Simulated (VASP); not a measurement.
# KCl (Sylvite) in VASP: a series of runs

KCl (Sylvite) is run at these levels: PBEsol; tasks: single point.

Everything below comes from runs of VASP 6.6.1. Logs are shortened: lines on timing, memory, paths and dates and some standing lists are left out, and cuts for length are marked.

**Experimental background.**

A printed reference work, monograph reports, for a bulk crystal of KCl: band gap 8.68 eV.

How close the calculation comes is told below.

### 1 The cell of the first run

Symmetry: Fm-3m, No. 225, cubic system. Conventional cell: a = 5.890 Å, b = 5.890 Å, c = 5.890 Å, α = 90.00°, β = 90.00°, γ = 90.00°. K (site symmetry m-3m) has 6 Cl at 2.94 Å within 3.9 Å. Within 3.9 Å of Cl (site symmetry m-3m) lie 6 K at 2.94 Å.

### 2 Single point, PBEsol

INCAR reads:

```
SYSTEM = KCl
PREC = Accurate
ENCUT = 500
EDIFF = 1E-6
ISMEAR = -1
SIGMA = 0.05
LREAL = .FALSE.
LASPH = .TRUE.
NELM = 120
ALGO = Normal
ISIF = 2
LWAVE = .FALSE.
LCHARG = .FALSE.
GGA = PS
NBANDS = 15
GGA_COMPAT = .FALSE.
```

KPOINTS reads:

```
Automatic mesh
0
G
  7 7 7
  0 0 0
```

POSCAR reads:

```
KCl
1.0
    0.0000000000      2.9447852602      2.9447852602
    2.9447852602      0.0000000000      2.9447852602
    2.9447852602      2.9447852602      0.0000000000
K Cl
1 1
Direct
    0.0000000000      0.0000000000      0.0000000000
    0.5000000000      0.5000000000      0.5000000000
```

Potentials or basis: VASP PAW PBE potentials, release 64 (K_sv, Cl).

On the command line:

```bash
> cat potpaw_PBE.64/K_sv/POTCAR potpaw_PBE.64/Cl/POTCAR > POTCAR
> mpirun -np 1 vasp_std > vasp.out
```

OUTCAR:

```text
SYSTEM = KCl
   PREC = Accurate
   ENCUT = 500
   EDIFF = 1E-6
   ISMEAR = -1
   LREAL = .FALSE.
   LASPH = .TRUE.
   NELM = 120
   ISIF = 2
   GGA = PS

 ion  position               nearest neighbor table
   1  0.000  0.000  0.000-   2 2.94   2 2.94   2 2.94   2 2.94   2 2.94   2 2.94
   2  0.500  0.500  0.500-   1 2.94   1 2.94   1 2.94   1 2.94   1 2.94   1 2.94

  LATTYP: Found a face centered cubic cell.
 ALAT       =     5.8895705204

  Lattice vectors:

 A1 = (   0.0000000000,   2.9447852602,   2.9447852602)
 A2 = (   2.9447852602,   0.0000000000,   2.9447852602)
 A3 = (   2.9447852602,   2.9447852602,   0.0000000000)

Analysis of symmetry for initial positions (statically):
=====================================================================
 Subroutine PRICEL returns:
 Original cell was already a primitive cell.

 Routine SETGRP: Setting up the symmetry group for a
 face centered cubic supercell.

 Subroutine GETGRP returns: Found 48 space group operations
 (whereof 48 operations were pure point group operations)
 out of a pool of 48 trial point group operations.

The static configuration has the point symmetry O_h .

Analysis of symmetry for dynamics (positions and initial velocities):
=====================================================================
 Subroutine PRICEL returns:
 Original cell was already a primitive cell.

 Routine SETGRP: Setting up the symmetry group for a
 face centered cubic supercell.

 Subroutine GETGRP returns: Found 48 space group operations
 (whereof 48 operations were pure point group operations)
 out of a pool of 48 trial point group operations.

The dynamic configuration has the point symmetry O_h .

 Subroutine INISYM returns: Found 48 space group operations
 (whereof 48 operations are pure point group operations),
 and found     1 'primitive' translations

----------------------------------------------------------------------------------------

                                     Primitive cell

  volume of cell :      51.0729

  direct lattice vectors                    reciprocal lattice vectors
     0.000000000  2.944785260  2.944785260    -0.169791668  0.169791668  0.169791668
     2.944785260  0.000000000  2.944785260     0.169791668 -0.169791668  0.169791668
     2.944785260  2.944785260  0.000000000     0.169791668  0.169791668 -0.169791668

  length of vectors
     4.164555253  4.164555253  4.164555253     0.294087795  0.294087795  0.294087795

  position of ions in fractional coordinates (direct lattice)
     0.000000000  0.000000000  0.000000000
     0.500000000  0.500000000  0.500000000

  ion indices of the primitive-cell ions
   primitive index   ion index
                 1           1
                 2           2

----------------------------------------------------------------------------------------

 KPOINTS: Automatic mesh

Automatic generation of k-mesh.
 Grid dimensions read from file:
 generate k-points for:    7    7    7

 Generating k-lattice:

  Cartesian coordinates                     Fractional coordinates (reciprocal lattice)
    -0.024255953  0.024255953  0.024255953     0.142857143  0.000000000  0.000000000
     0.024255953 -0.024255953  0.024255953     0.000000000  0.142857143  0.000000000
     0.024255953  0.024255953 -0.024255953     0.000000000  0.000000000  0.142857143

  Length of vectors
     0.042012542  0.042012542  0.042012542

  Shift w.r.t. Gamma in fractional coordinates (k-lattice)
     0.000000000  0.000000000  0.000000000

 Subroutine IBZKPT returns following result:
 ===========================================

 Found     20 irreducible k-points:

 Following reciprocal coordinates:
            Coordinates               Weight
  0.000000  0.000000  0.000000      1.000000
  0.142857  0.000000  0.000000      8.000000
  0.285714  0.000000  0.000000      8.000000
  0.428571  0.000000  0.000000      8.000000
  0.142857  0.142857  0.000000      6.000000
  0.285714  0.142857  0.000000     24.000000
[... 12 lines left out ...]
 -0.428571  0.428571  0.142857     24.000000
 -0.285714  0.428571  0.142857     24.000000
   k-points           NKPTS =     20   k-points in BZ     NKDIM =     20   number of bands    NBANDS=     15
   number of dos      NEDOS =    301   number of ions     NIONS =      2
   total plane-waves  NPLWV =  27000
   dimension x,y,z NGX =    30 NGY =   30 NGZ =   30
   dimension x,y,z NGXF=    60 NGYF=   60 NGZF=   60
   ions per type =               1   1
   NGX,Y,Z   is equivalent  to a cutoff of  11.98, 11.98, 11.98 a.u.
   NGXF,Y,Z  is equivalent  to a cutoff of  23.95, 23.95, 23.95 a.u.
 SYSTEM =  KCl
   PREC   = accura    normal or accurate (medium, high low for compatibility)
   ISTART =      0    job   : 0-new  1-cont  2-samecut
   ICHARG =      2    charge: 1-file 2-atom 10-const
   ISPIN  =      1    spin polarized calculation?
   LNONCOLLINEAR =      F non collinear calculations
   LSORBIT =      F    spin-orbit coupling
   LASPH  =      T    aspherical Exc in radial PAW
   ENCUT  =  500.0 eV  36.75 Ry    6.06 a.u.   7.59  7.59  7.59*2*pi/ulx,y,z
   NELM   =    120;   NELMIN=  2; NELMDL= -5     # of ELM steps
   EDIFF  = 0.1E-05   stopping-criterion for ELM
   LREAL  =      F    real-space projection
   EDIFFG = 0.1E-04   stopping-criterion for IOM
   NSW    =      0    number of steps for IOM
   IBRION =     -1    ionic relax: 0-MD 1-quasi-New 2-CG
   NFREE  =      0    steps in history (QN), initial steepest desc. (CG)
   ISIF   =      2    stress and relaxation
   ISYM   =      2    0-nonsym 1-usesym 2-fastsym
   POTIM  = 0.5000    time-step for ionic-motion
   TEBEG  =    0.0;   TEEND  =   0.0 temperature during run
   PSTRESS=    0.0 pullay stress
   NELECT =      16.0000    total number of electrons
   NUPDOWN=      -1.0000    fix difference up-down
   EMIN   =  10.00;   EMAX   =-10.00  energy-range for DOS
   EFERMI =   0.00;   METHOD = LEGACY
   ISMEAR =    -1;   SIGMA  =   0.05  broadening in eV -4-tet -1-fermi 0-gaus
   EFERMI_NEDOS =   21; number of points for ismear=-14 and -15
   IALGO  =     38    algorithm
   IMIX   =      4    mixing-type and parameters
     AMIX     =   0.40;   BMIX     =  1.00
     AMIX_MAG =   1.60;   BMIX_MAG =  1.00
  volume/ion in A,a.u.               =      25.54       172.33
  Fermi-wavevector in a.u.,A,eV,Ry     =   1.111863  2.101116 16.820051  1.236239
  Thomas-Fermi vector in A             =   2.248431
   LORBIT       =      0    0 simple, 1 ext, 2 COOP (PROOUT), +10 PAW based schemes
   GGA     = PS    functional components
   LHFCALC =     F    Hartree Fock is set to
   AEXX    =    0.0000 exact exchange contribution
   IVDW    =     0    specifies the selected vdW correction
   LEPSILON=     F    determine dielectric tensor
   LRPA    =     F    only Hartree local field effects (RPA)
 non-spin polarized calculation
  energy-cutoff  :      500.00
  volume of cell :       51.07
 maximum number of plane-waves:      1313
   NGX = 15   NGY = 15   NGZ = 15

 number of electron      16.0000001 magnetization

 Free energy of the ion-electron system (eV)
  ---------------------------------------------------
  ext. energy  EPLUGINS =         0.00000000
  ---------------------------------------------------
  free energy    TOTEN  =        -6.88671218 eV

  energy without entropy =       -6.88671218  energy(sigma->0) =       -6.88671218

 E-fermi :   0.1428     XC(G=0):  -8.6126

 val. band max:       -0.9866960636   @ k =   0.0000   0.0000   0.0000
 cond. band min:       4.7470519008   @ k =   0.0000   0.0000   0.0000
 fundamental gap:      5.7337479643
 Fermi energy:         0.1428457107

 k-point     1 :       0.0000    0.0000    0.0000
  band No.  band energies     occupation
      1     -27.6159      2.00000
      2     -13.3534      2.00000
      3     -11.1434      2.00000
      4     -11.1434      2.00000
      5     -11.1434      2.00000
      6      -0.9867      2.00000
      7      -0.9867      2.00000
      8      -0.9867      2.00000
      9       4.7471      0.00000
     10       7.2953      0.00000
     11       7.2953      0.00000
     12       7.2953      0.00000
     13       8.3156      0.00000
     14       8.3156      0.00000
     15      12.3632      0.00000

 k-point     2 :       0.1429    0.0000    0.0000
  band No.  band energies     occupation
      1     -27.6101      2.00000
      2     -13.4188      2.00000
      3     -11.1462      2.00000
      4     -11.1462      2.00000
      5     -11.0610      2.00000
      6      -1.3353      2.00000
      7      -1.0981      2.00000
      8      -1.0981      2.00000
      9       5.3282      0.00000
     10       7.1714      0.00000
     11       7.6092      0.00000
     12       7.6092      0.00000
     13       8.7027      0.00000
     14       8.7027      0.00000
     15      13.2851      0.00000

 k-point     3 :       0.2857    0.0000    0.0000
  band No.  band energies     occupation
      1     -27.5969      2.00000
      2     -13.5524      2.00000
      3     -11.1524      2.00000
      4     -11.1524      2.00000
      5     -10.8873      2.00000
      6      -1.9852      2.00000
      7      -1.3315      2.00000
      8      -1.3315      2.00000
      9       6.3816      0.00000
     10       7.3926      0.00000
     11       8.4899      0.00000
     12       8.4899      0.00000
     13       9.7263      0.00000
     14       9.7263      0.00000
     15      13.4743      0.00000

 k-point     4 :       0.4286    0.0000    0.0000
  band No.  band energies     occupation
      1     -27.5863      2.00000
      2     -13.6492      2.00000
      3     -11.1572      2.00000
      4     -11.1572      2.00000
      5     -10.7562      2.00000
      6      -2.4261      2.00000
      7      -1.5045      2.00000
      8      -1.5045      2.00000
      9       6.8886      0.00000
     10       8.1199      0.00000
     11       9.7262      0.00000
     12       9.7262      0.00000
     13      10.8430      0.00000
     14      10.8430      0.00000
     15      12.3929      0.00000
[... 235 lines left out ...]
 k-point    18 :      -0.4286    0.2857    0.1429
  band No.  band energies     occupation
      1     -27.5805      2.00000
      2     -13.4885      2.00000
      3     -11.2853      2.00000
      4     -11.2274      2.00000
      5     -10.9288      2.00000
      6      -2.0819      2.00000
      7      -1.5393      2.00000
      8      -1.4643      2.00000
      9       6.8709      0.00000
     10       7.6621      0.00000
     11       9.4080      0.00000
     12      10.1246      0.00000
     13      10.5652      0.00000
     14      11.2668      0.00000
     15      11.8483      0.00000

 k-point    19 :      -0.4286    0.4286    0.1429
  band No.  band energies     occupation
      1     -27.5776      2.00000
      2     -13.3372      2.00000
      3     -11.3691      2.00000
      4     -11.2974      2.00000
      5     -11.0796      2.00000
      6      -1.8118      2.00000
      7      -1.4948      2.00000
      8      -1.3789      2.00000
      9       5.8921      0.00000
     10       8.2528      0.00000
     11       9.1349      0.00000
     12      10.2705      0.00000
     13      10.2775      0.00000
     14      11.2376      0.00000
     15      12.0377      0.00000

 k-point    20 :      -0.2857    0.4286    0.1429
  band No.  band energies     occupation
      1     -27.5766      2.00000
      2     -13.3813      2.00000
      3     -11.3795      2.00000
      4     -11.2986      2.00000
      5     -10.9910      2.00000
      6      -1.8062      2.00000
      7      -1.6111      2.00000
      8      -1.4901      2.00000
      9       6.7376      0.00000
     10       7.6520      0.00000
     11       9.3384      0.00000
     12       9.7063      0.00000
     13      11.0700      0.00000
     14      11.3724      0.00000
     15      12.5292      0.00000

------------------------ aborting loop because EDIFF is reached ----------------------------------------

  FORCE on cell =-STRESS in cart. coord.  units (eV):
  Direction    XX          YY          ZZ          XY          YZ          ZX
  --------------------------------------------------------------------------------------
  -------------------------------------------------------------------------------------
  Total        1.6262893      1.6262893      1.6262893      0.0000000      0.0000000     -0.0000000
  in kB       51.0173021     51.0173021     51.0173021      0.0000000      0.0000000     -0.0000000
  external PRESSURE =      51.0173021 kB  Pullay stress =       0.0000000 kB

 VOLUME and BASIS-vectors are now :
 -----------------------------------------------------------------------------
  energy-cutoff  :      500.00
  volume of cell :       51.07
      direct lattice vectors                 reciprocal lattice vectors
     0.000000000  2.944785260  2.944785260    -0.169791668  0.169791668  0.169791668
     2.944785260  0.000000000  2.944785260     0.169791668 -0.169791668  0.169791668
     2.944785260  2.944785260  0.000000000     0.169791668  0.169791668 -0.169791668

 POSITION                                       TOTAL-FORCE (eV/Angst)
 -----------------------------------------------------------------------------------
      0.00000      0.00000      0.00000        -0.000000      0.000000      0.000000
      2.94479      2.94479      2.94479         0.000000     -0.000000     -0.000000
 -----------------------------------------------------------------------------------
    total drift:                                0.000000      0.000000      0.000000

  FREE ENERGIE OF THE ION-ELECTRON SYSTEM (eV)
  ---------------------------------------------------
  free  energy   TOTEN  =        -6.8867121805 eV

  energy  without entropy=       -6.8867121805  energy(sigma->0) =       -6.88671218
```

Run time: 6.3 s. Hardware: 1 thread of Intel Xeon 6975P-C (Granite Rapids), shared host; peak memory 0.16 GiB.

What came out:

| Quantity | Value |
| --- | --- |
| Free energy | -6.8867 eV |
| Pressure | 5.1 GPa |
| Band gap on the k mesh | 5.73 eV, direct |

Levels at points of the mesh, in eV from the valence-band top:
```
           k point  band 5  band 6  band 7  band 8  band 9  band 10  band 11  band 12
(0.00, 0.00, 0.00)  -10.16    0.00    0.00    0.00    5.73     8.28     8.28     8.28
```

Caveat: the PAW data sets were made with another functional, which shifts forces and pressure a little. A hybrid or GW would open this gap; PBEsol tends to underestimate it.

### 3 Single point, PBEsol

This run uses another cell than the first one, of 27.90 Å³/atom, 1.093 times its volume.

INCAR reads:

```
PREC = Accurate
ENCUT = 500
EDIFF = 1E-6
ISMEAR = -1
SIGMA = 0.05
LREAL = False
LASPH = True
NELM = 120
ALGO = Normal
ISIF = 2
LWAVE = False
LCHARG = False
GGA = PS
NBANDS = 15
GGA_COMPAT = False
```

KPOINTS reads:

```
regular mesh
0
Gamma
  7 7 7
```

POSCAR reads:

```
KCl
1.0
    0.0000000000      3.0329710846      3.0329710846
    3.0329710846      0.0000000000      3.0329710846
    3.0329710846      3.0329710846      0.0000000000
K Cl
1 1
Direct
    0.0000000000      0.0000000000      0.0000000000
    0.5000000000      0.5000000000      0.5000000000
```

Potentials or basis: VASP PAW PBE potentials, release 64 (K_sv, Cl).

On the command line:

```bash
> cat potpaw_PBE.64/K_sv/POTCAR potpaw_PBE.64/Cl/POTCAR > POTCAR
> mpirun -np 1 vasp_std > vasp.out
```

Run time: 6 s. Hardware: 1 thread of Intel Xeon 6975P-C (Granite Rapids), shared host; peak memory 0.17 GiB.

It converged, with:

```
Free energy            : -6.9910 eV
Pressure               : 2.1 GPa
Band gap on the k mesh : 5.40 eV, direct
```

Levels at points of the mesh, in eV from the valence-band top:
| k point | band 5 | band 6 | band 7 | band 8 | band 9 | band 10 | band 11 | band 12 |
| --- | --- | --- | --- | --- | --- | --- | --- | --- |
| (0.00, 0.00, 0.00) | -10.32 | 0.00 | 0.00 | 0.00 | 5.40 | 8.31 | 8.31 | 8.31 |

Caveat: the PAW data sets were made with another functional, which shifts forces and pressure a little.

### 4 Single point, PBEsol

This run uses another cell than the first one, of 30.41 Å³/atom, 1.191 times its volume.

INCAR reads:

```
  ALGO = Normal
  EDIFF = 1E-6
  ENCUT = 500
  GGA = PS
  GGA_COMPAT = False
  ISIF = 2
  ISMEAR = -1
  LASPH = True
  LCHARG = False
  LREAL = False
  LWAVE = False
  NBANDS = 15
  NELM = 120
  PREC = Accurate
  SIGMA = 0.05
```

KPOINTS reads:

```
k-points
0
Gamma
  7 7 7
```

POSCAR reads:

```
KCl
1.0
    0.0000000000      3.1212784384      3.1212784384
    3.1212784384      0.0000000000      3.1212784384
    3.1212784384      3.1212784384      0.0000000000
K Cl
1 1
Direct
    0.0000000000      0.0000000000      0.0000000000
    0.5000000000      0.5000000000      0.5000000000
```

On the command line:

```bash
> cat potpaw_PBE.64/K_sv/POTCAR potpaw_PBE.64/Cl/POTCAR > POTCAR
> mpirun -np 1 vasp_std > vasp.out
```

It took 6.1 s on 1 thread of Intel Xeon 6975P-C (Granite Rapids), shared host; peak memory 0.17 GiB.

Results (log left out):

```
Free energy            : -7.0231 eV
Pressure               : 0.0 GPa
Band gap on the k mesh : 5.10 eV, direct
```

Levels at points of the mesh, in eV from the valence-band top:
| k point | band 4 | band 5 | band 6 | band 7 | band 8 | band 9 | band 10 | band 11 | band 12 | band 13 |
| --- | --- | --- | --- | --- | --- | --- | --- | --- | --- | --- |
| (0.00, 0.00, 0.00) | -10.51 | -10.51 | 0.00 | 0.00 | 0.00 | 5.10 | 8.30 | 8.30 | 8.30 | 9.20 |

Caveat: the PAW data sets were made with another functional, which shifts forces and pressure a little.

### 5 Single point, PBEsol

This run uses another cell than the first one, of 30.53 Å³/atom, 1.195 times its volume.

INCAR reads:

```
SYSTEM = KCl
  PREC = Accurate
  ENCUT = 500
  EDIFF = 1E-6
  ISMEAR = -1
  SIGMA = 0.05
  LREAL = .FALSE.
  LASPH = .TRUE.
  NELM = 120
  ALGO = Normal
  ISIF = 2
  LWAVE = .FALSE.
  LCHARG = .TRUE.
  GGA = PS
  LELF = .TRUE.
  LVHAR = .TRUE.
  NBANDS = 15
  GGA_COMPAT = .FALSE.
```

KPOINTS reads:

```
regular mesh
0
G
  6 6 6
  0 0 0
```

POSCAR reads:

```
KCl
1.0
    0.0000000000      3.1464700000      3.0835406000
    3.1464700000      0.0000000000      3.0835406000
    3.1464700000      3.1464700000      0.0000000000
K Cl
1 1
Direct
    0.0000000000      0.0000000000      0.0000000000
    0.5000000000      0.5000000000      0.5000000000
```

On the command line:

```bash
> cat potpaw_PBE.64/K_sv/POTCAR potpaw_PBE.64/Cl/POTCAR > POTCAR
> mpirun -np 1 vasp_std > vasp.out
```

Run time: 8.3 s. Hardware: 1 thread of Intel Xeon 6975P-C (Granite Rapids), shared host; peak memory 0.18 GiB.

Results (log left out):

| Item | Value |
| --- | --- |
| Free energy | -7.0212 eV |
| Pressure | 0.0 GPa |
| Band gap on the k mesh | 5.07 eV, direct |

Stress tensor (GPa, compression positive):
```
-0.26  0.00  0.00
 0.00 -0.26  0.00
 0.00  0.00  0.52
```

Levels at points of the mesh, in eV from the valence-band top:
| k point | band 6 | band 7 | band 8 | band 9 | band 10 | band 11 |
| --- | --- | --- | --- | --- | --- | --- |
| (0.00, 0.00, 0.00) | -0.02 | -0.02 | 0.00 | 5.07 | 8.25 | 8.25 |
| (0.50, 0.00, 0.00) | -1.13 | -0.36 | -0.36 | 7.47 | 8.55 | 10.52 |
| (0.50, 0.50, 0.00) | -0.68 | -0.26 | -0.26 | 6.35 | 8.33 | 10.09 |
| (0.50, 0.00, 0.50) | -0.71 | -0.24 | -0.23 | 6.38 | 8.30 | 9.97 |

Caveat: the PAW data sets were made with another functional, which shifts forces and pressure a little.

(Continued in part 2 of 2.)
